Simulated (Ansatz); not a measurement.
Point defect: S vacancy in WS2

All numbers below come from Ansatz 0.2.0, DFT PBE, scalar-relativistic, plane waves, PAW. Run with 420 eV cutoff, 2×2×2 k-mesh, Gaussian smearing of 0.01 eV, collinear spin in charge -1 alone.

Host crystal, relaxed:

```
CELL_PARAMETERS angstrom
3.18778 0.00000 0.00000
-1.59389 2.76069 0.00000
0.00000 0.00000 14.87125
ATOMIC_POSITIONS crystal
W 0.33333 0.66667 0.25000
W 0.66667 0.33333 0.75000
S 0.33333 0.66667 0.64435
S 0.66667 0.33333 0.14435
S 0.33333 0.66667 0.85565
S 0.66667 0.33333 0.35565
```

Supercell of 72 atoms, rows in host cell vectors: 4 2 0; -2 -4 0; 0 0 -1. Atoms relax at the host's cell from a start displaced at random by 0.06 Å near the defect, so other minima may exist. The cell is small, so energies carry finite-size errors of tenths of an eV. The host's Kohn–Sham gap is 1.63 eV. Atoms are taken from and returned to the elements' standard states. Charged cells are corrected for image charges with the computed static dielectric tensor (mean 8.8) and aligned with the host's potential at far atoms (alignment terms reach 0.03 eV; the program doubts the alignment in some charges, where it is up to 0.03 eV). No band-filling term is added, and the Fermi level counts from the host's valence band top.

Spin-orbit coupling is left out, which matters for the bands and energies of heavy elements.

Defect: S vacancy at (0.333, 0.667, 0.644) of the host cell.

**Question.** What is the formation energy of the neutral defect?

**Answer.** 2.83 eV.

**Question.** Does the neutral defect carry a moment, and how do its surroundings relax?

**Answer.** The neutral run had no spin polarisation, so a moment wasn't tested. The nearest neighbours before are 3 W at 2.42 Å; after relaxation the atoms near the site are 3 W at 2.37 Å; the largest move is 0.12 Å.

**Question.** Charges 0, -1 were computed. Which is stable where in the gap?

**Answer.** Among the charges computed the stable one is 0 at the valence band top, changing to -1 at 1.31 eV. In charge -1 the cell has partly filled bands: a level of the defect may be part filled, the carrier may sit in the host's bands, or levels may cross between the k points, so transitions that involve it are doubtful. Levels between neighbouring charges: (0/-1) 1.31 eV.

Cost: 3 runs of about 4.1 core-hours in all, on Intel Xeon Platinum 8488C (Sapphire Rapids) (shared hosts).